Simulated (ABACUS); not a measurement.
## NiO in ABACUS: the effect of exact exchange share

NiO:

```
Ni O
1.0
     0.00000    2.08590    2.08590
     2.08590    0.00000    2.08590
     2.08590    2.08590    0.00000
Ni O
1 1
Direct
  0.00000 0.00000 0.00000
  0.50000 0.50000 0.50000
```

Alike in all runs:

- Program: ABACUS 3.10.1
- Task: single point
- Potentials or basis: SG15 ONCV 1.2 PBE
- Cutoff: 1361 eV
- Density cutoff: 5442 eV
- Basis: DZP LCAO (the cutoffs set its grid)
- k mesh: 5 × 5 × 5
- Occupations: fermi-dirac, width 0.05 eV
- Spin: collinear spin, ferromagnetic start
- Starting moments: [1.0, 0.0] μB

```tsv
exact exchange share	functional	gap on the mesh (eV)
0	PBE	none
0.1	HSE-type (share 0.1, screening 0.11/bohr)	0.49
0.25	HSE-type (share 0.25, screening 0.11/bohr)	2.26
0.4	HSE-type (share 0.4, screening 0.11/bohr)	?
```

**Question.** What does the run with exact exchange share 0.4 give?

**Answer.** gap on the mesh 4.12 eV.

Caveats: all runs use coarse meshes; the atomic orbitals were generated for these runs and aren't a published set; the basis of atomic orbitals isn't converged, which shifts pressures, moduli and gaps; a cell with one magnetic atom can't hold antiferromagnetic order, which such compounds often take; gaps of hybrids in this basis differ from plane-wave ones by up to 0.1 eV (some runs); an odd mesh through Γ misses points on the zone boundary, where band edges often lie (some runs); semilocal functionals often make such compounds metallic where correlation or magnetic order opens a gap, which also shifts bond lengths (some runs).

A gap of «none» marks a metal or a gap under the smearing width.
